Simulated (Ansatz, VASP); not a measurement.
## Two plane-wave programs on Ba

```
Ba
1.0
    -2.51249    2.51249    2.51249
     2.51249   -2.51249    2.51249
     2.51249    2.51249   -2.51249
Ba
1
Cartesian
  0.0000 0.0000 0.0000
```

Alike in both runs: task single point; functional PBE; k mesh 9 × 9 × 9; occupations fermi-dirac, width 0.1 eV; no spin polarisation.

|  | VASP | Ansatz |
| --- | --- | --- |
| version | VASP 6.6.1 | Ansatz 0.2.0 |
| potentials or method | VASP PAW PBE potentials, release 64 (Ba_sv) | plane waves (500 eV) with PAW, scalar-relativistic |
| plane-wave cutoff (eV) | 520 | 500 |
| valence electrons in the cell | 10 | 10 |

|  | VASP | Ansatz | Ansatz less VASP |
| --- | --- | --- | --- |
| pressure (GPa) | 0.1 | 0.0 | -0.05 |

The functional is the same, so the differences come from potentials, cutoffs and numerics.

The runs have no spin-orbit coupling, so splittings on Ba are missing.
